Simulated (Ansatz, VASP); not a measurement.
## One calculation of PbSe, two programs

```xyz
2
Lattice="3.7843 0.0000 0.0000 0.0000 3.7843 0.0000 0.0000 0.0000 3.7843" Properties=species:S:1:pos:R:3 pbc="T T T"
Pb    0.0000    0.0000    0.0000
Se    1.8922    1.8922    1.8922
```

Measurements of this composition are mostly on another form, of space group No. 225.

Alike in both runs: task single point; functional r2SCAN; k mesh 5 × 5 × 5; no spin polarisation.

|  | VASP | Ansatz |
| --- | --- | --- |
| version | VASP 6.6.1 | Ansatz 0.2.0 |
| potentials or method | VASP PAW PBE potentials, release 64 (Pb_d, Se) | plane waves, PAW |
| plane-wave cutoff (eV) | 520 | 550 |
| occupations | gaussian, width 0.01 eV | fixed |
| valence electrons in the cell | 20 | 30 |

|  | VASP | Ansatz | Ansatz less VASP |
| --- | --- | --- | --- |
| gap on the k mesh at the Fermi level (eV) | 0.48 | 0.48 | +0.003 |

The two sets of potentials don't hold the same shells in valence.

Caveats: spin-orbit coupling is left out, which as a rule narrows the gap of such compounds by several tenths of an eV; an odd mesh through Γ misses points on the zone boundary, where band edges often lie.
